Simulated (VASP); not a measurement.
Results of a VASP single-point calculation on PtSe2 (1T (CdI2) bulk)

POSCAR

```
Pt Se
 1.0000000000000000
     3.7286503664691817   -0.0000000000285391   -0.0000000000000000
    -1.8643251832098753    3.2291059392067378   -0.0000000000000000
    -0.0000000000000000   -0.0000000000000000    5.2771565732265966
 Pt  Se
   1   2
Cartesian
 -0.0000000000000000  0.0000000000000000  0.0000000000000000
  0.0000000000164769  2.1527372927949795  1.2993356843452306
  1.8643251832428294  1.0763686463832198  3.9778208888813680
```

* gap between bands v and c: 0.08 eV
* least direct gap: 0.99 eV
* largest force: 0.33 eV/Å

Band v is the last that the valence electrons fill when counted band by band, and c is the next. Levels in eV from the top of v:

```
point    v−1      v     c   c+1
    Γ  -1.40   0.00  1.70  1.70
    M  -3.91  -3.75  0.92  2.47
    K  -2.58  -2.58  0.19  0.19
    A  -1.75  -1.75  2.43  2.43
    L  -3.32  -1.96  1.26  1.80
    H  -3.39  -3.39  2.09  2.09
```

Which of these levels of theory gave these results?
A. PBEsol
B. PBE with spin–orbit coupling
C. PBE
D. LDA
E. PBE0
F. HSE06
G. r²SCAN

F.

The INCAR was:

```
LWAVE = .FALSE.
PREC = Accurate
LASPH = .TRUE.
NELM = 120
HFSCREEN = 0.2079
NBANDS = 18
LHFCALC = .TRUE.
ALGO = Normal
AEXX = 0.25
IBRION = -1
LCHARG = .FALSE.
PRECFOCK = Fast
EDIFF = 1E-7
LREAL = .FALSE.
ISTART = 1
ENCUT = 520
ISMEAR = -1
GGA = PE
ISIF = 2
NSW = 0
SIGMA = 0.02
```
